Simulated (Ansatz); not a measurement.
Kick test of a cell of P

The cell was found from a structure generator's guess, not taken from experiment.

These are results of DFT PBE, scalar-relativistic, plane waves, PAW (Ansatz), not measurements. Settings: cutoff 420 eV, Γ-centred mesh 24×24×24 on the computed 2-atom cell, Gaussian smearing of 0.10 eV; no spin polarisation.

The cell below (2 atoms, space group Fmmm (No. 69)) is relaxed within its symmetry.

```
P
1.0
     0.00000    2.38194    5.38793
     1.30076    0.00000    5.38793
     1.30076    2.38194    0.00000
P
2
Direct
  0.89640 0.89640 0.10360
  0.10360 0.10360 0.89640
```

For the test a repeat of it with 8 atoms (edges 5.20, 5.43, 5.89 Å) was strained at random (σ = 1.5 % a component), the atoms were moved at random (σ = 0.15 Å), and all was relaxed again on a coarse 6×6×4 mesh (in the run’s order of axes) with 0.20 eV smearing, with no symmetry imposed.

Weakly bound directions are ill-defined at this level, which has no dispersion term.

Q: What happens?

A: It doesn't return. The energy falls by 345 meV/atom on that mesh, the volume changes by -12.6 %, and the end has space group Pm-3m (No. 221) at a loose tolerance. Relaxed again on a 22×22×22 mesh with 0.10 eV smearing, the new structure lies 353 meV/atom below the first (mesh in the axes of the run's cell; the cell below is made exact in the group named). Space group Pm-3m (No. 221), cubic, a = 2.444 Å. P has 6 P at 2.44 Å.

```cif
data_structure
_symmetry_space_group_name_H-M 'Pm-3m'
_symmetry_Int_Tables_number 221
_cell_length_a 2.4445
_cell_length_b 2.4445
_cell_length_c 2.4445
_cell_angle_alpha 90.000
_cell_angle_beta 90.000
_cell_angle_gamma 90.000
_cell_volume 14.61
loop_
_atom_site_label
_atom_site_type_symbol
_atom_site_symmetry_multiplicity
_atom_site_Wyckoff_symbol
_atom_site_fract_x
_atom_site_fract_y
_atom_site_fract_z
_atom_site_occupancy
P1 P 1 b 0.50000 0.50000 0.50000 1
```
